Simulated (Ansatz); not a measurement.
# MoTe2: the cell at several levels of theory

Aim: relax fluorite MoTe2 with PBE and r2SCAN and see how far the functionals disagree on the cell. This is a trial cell built on a prototype, not taken from a measured structure, and it needn't be the compound's ground state.

Code: Ansatz 0.2.0. PAW datasets, plane waves, zero pressure. Spin-unpolarised throughout. Whether this structure exists isn't addressed.

## Step 1: Starting point

This is the cell as the run starts from it, not yet at rest; its lengths are not the crystal's.

It is cubic, Fm-3m (No. 225); conventional cell a = 7.454 Å, 34.51 Å³ an atom. Mo has 8 Te at 3.23 Å; Te has 4 Mo at 3.23 Å.

Structure file:

```cif
data_structure
_symmetry_space_group_name_H-M 'Fm-3m'
_symmetry_Int_Tables_number 225
_cell_length_a 7.4539
_cell_length_b 7.4539
_cell_length_c 7.4539
_cell_angle_alpha 90.000
_cell_angle_beta 90.000
_cell_angle_gamma 90.000
_cell_volume 414.14
loop_
_atom_site_label
_atom_site_type_symbol
_atom_site_symmetry_multiplicity
_atom_site_Wyckoff_symbol
_atom_site_fract_x
_atom_site_fract_y
_atom_site_fract_z
_atom_site_occupancy
Mo1 Mo 4 a 0.00000 0.00000 0.00000 1
Te1 Te 8 c 0.25000 0.75000 0.75000 1
```

## Step 2: Relaxing with PBE

Contents of input.yaml:

```yaml
crystal:
  lattice:
    - [0.0, 3.7269438355, 3.7269438355]
    - [3.7269438355, 0.0, 3.7269438355]
    - [3.7269438355, 3.7269438355, 0.0]
  atoms:
    - { symbol: Mo, position: [0.0, 0.0, 0.0] }
    - { symbol: Te, position: [0.25, 0.25, 0.25] }
    - { symbol: Te, position: [0.75, 0.75, 0.75] }
kpoints:
  mp_grid: { grid: [6, 6, 6] }
hamiltonian:
  xc: pbe
scf:
  occupations: { method: fermi_dirac, width: 0.02 }
relax:
  f_tol: 0.005
  cell: {}
```

Launch:

```sh
$ ansatz run input.yaml --threads 2 --pin off --max-ram 2211MiB --backend cpu --events-out ev --progress --plain --runs-dir out
```

Further steps of the session: r2SCAN: cell and atoms.

**Question.** What will these runs give? Wanted: for each run, a; volume; space group; SCF geometries.

As calculated:

```
 level  a (Å)  volume (Å³/atom)  space group  SCF geometries
   PBE  6.646            24.464        Fm-3m               6
r2SCAN  6.630            24.282        Fm-3m               4
```

What this shows: The first relaxation changed the volume by -29.1 % from the start. The volume runs from r2SCAN (least) to PBE (most), a spread of 0.7 %, or 0.2 % in length if all axes shared it alike.
